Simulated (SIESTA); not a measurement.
Crystal: TiB2.

```xyz
3
Lattice="3.0292 0.0000 0.0000 -1.5146 2.6234 0.0000 0.0000 0.0000 3.2284" Properties=species:S:1:pos:R:3 pbc="T T T"
Ti    0.0000    0.0000    0.0000
B     1.5146    0.8745    1.6142
B     0.0000    1.7489    1.6142
```

Base run:

| Property | Result |
| --- | --- |
| Program | SIESTA 5.4.2 |
| Functional | PBEsol |
| Potentials or basis | PseudoDojo 0.4 standard (PBEsol files) |
| Basis | DZP (energy shift 0.003 Ry; two zetas on semicore shells) |
| Grid cutoff | 800 Ry |
| Energy shift | 0.003 Ry |
| k mesh | 10 × 10 × 8 |
| Occupations | fermi-dirac, width 0.05 eV |
| Spin | no spin polarisation |

Its results: band gap on the k mesh none (metal or under the smearing width); pressure -2.1 GPa.

Question: The run is repeated on the same cell with these changes: functional from PBEsol to vdW-DF-cx; potentials or basis from PseudoDojo 0.4 standard (PBEsol files) to PseudoDojo 0.4 standard (PBE files). What comes out?

Answer: Band gap on the k mesh none (metal or under the smearing width); pressure -0.4 GPa.

Caveats: the basis of atomic orbitals isn't converged, which shifts pressures, moduli and gaps; the potentials were made for another functional, which shifts forces and pressure (some runs).

Not every run made on this cell is shown here.
